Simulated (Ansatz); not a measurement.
**BeS2: before and after**

Method: DFT PBE, scalar-relativistic, plane waves, PAW in Ansatz 0.2.0. Settings: cutoff 420 eV, Γ-centred meshes no coarser than 0.19 Å⁻¹ for metals and 0.3 Å⁻¹ for insulators (2π included), Gaussian smearing.

The start was the CaC2 type (I4/mmm, No. 139), relaxed within its symmetry. A cell of 6 atoms (2 times the primitive one) was then disturbed at random, relaxed without symmetry and relaxed once more on a fine mesh. The k mesh leaves about 4 meV/atom of noise in metals. No dispersion correction is applied, so the spacing between layers, chains or molecules is poorly fixed, and with it the volume and density.

Before:

```cif
data_structure
_symmetry_space_group_name_H-M 'I4/mmm'
_symmetry_Int_Tables_number 139
_cell_length_a 3.1143
_cell_length_b 3.1143
_cell_length_c 10.1776
_cell_angle_alpha 90.000
_cell_angle_beta 90.000
_cell_angle_gamma 90.000
_cell_volume 98.71
loop_
_atom_site_label
_atom_site_type_symbol
_atom_site_symmetry_multiplicity
_atom_site_Wyckoff_symbol
_atom_site_fract_x
_atom_site_fract_y
_atom_site_fract_z
_atom_site_occupancy
Be1 Be 2 a 0.00000 0.00000 0.00000 1
S1 S 4 e 0.50000 0.50000 0.10774 1
```

After:

Space group P-1 (No. 2). a = 4.596 Å, b = 5.509 Å, c = 6.584 Å, α = 89.42°, β = 90.00°, γ = 69.64°
```tsv
atom	site	symmetry	x	y	z
Be	2i	1	0.2497	0.0005	0.4288
S	2i	1	0.6845	0.8324	0.2988
S	2i	1	0.1857	0.8296	0.7027
```

Q: Is this a distortion of the same structure or a reconstruction, and what lowers the energy?

A: A reconstruction, from I4/mmm (No. 139) to P-1 (No. 2). Be–S bonds form, at 2.08 Å where the closest pair was 2.46 Å apart; the metal becomes a semiconductor on the mesh (2.24 eV).

Q: What does it gain?

A: 773 meV/atom, with the volume going from 16.45 to 26.05 Å³/atom. Against the elements the energy goes from 0.32 to -0.45 eV/atom.

Cost: 4 runs of about 10 core-minutes in all, on Intel Xeon Platinum 8375C (Ice Lake) (shared hosts).